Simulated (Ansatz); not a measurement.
Write the native input for Ansatz 0.2.0 that does the following.

- Task: phonons
- Functional: PBEsol
- Potentials or basis: Ansatz PAW
- Cutoff: 420 eV (not typed: the program's choice for these potentials)
- k mesh: 7 × 7 × 7
- Occupations: fermi-dirac, width 0.05 eV
- Spin: no spin polarisation

Crystal: Ga.

```xyz
1
Lattice="2.7165 0.0000 0.0000 0.0000 2.7165 0.0000 0.0000 0.0000 2.7165" Properties=species:S:1:pos:R:3 pbc="T T T"
Ga    0.0000    0.0000    0.0000
```

The cell was built by a generator and needn't be a form met in nature.

One way to write it, as run:

input.yaml

```yaml
crystal:
  lattice:
    - [2.71648, 0.0, 0.0]
    - [0.0, 2.71648, 0.0]
    - [0.0, 0.0, 2.71648]
  atoms:
    - { symbol: Ga, position: [0.0, 0.0, 0.0] }
hamiltonian:
  xc: pbesol
  pseudopotentials: { kind: paw }
kpoints:
  mp_grid: { grid: [7, 7, 7] }
scf:
  occupations: { method: fermi_dirac, width: 0.05 }
phonons:
  method: dfpt
```

Potentials or basis: Ansatz PAW.

Command:

```console
$ ansatz run input.yaml --threads 2 --pin off --max-ram 5632MiB --backend cpu --events-out ev --progress --plain --runs-dir out
```

Results of the run:

```
Band gap on the k mesh : none (metal or under the smearing width)
```

It took 0.9 s on 2 threads of Intel(R) Xeon(R) 6975P-C (Granite Rapids), with other jobs on the host, peak memory 0.37 GiB.
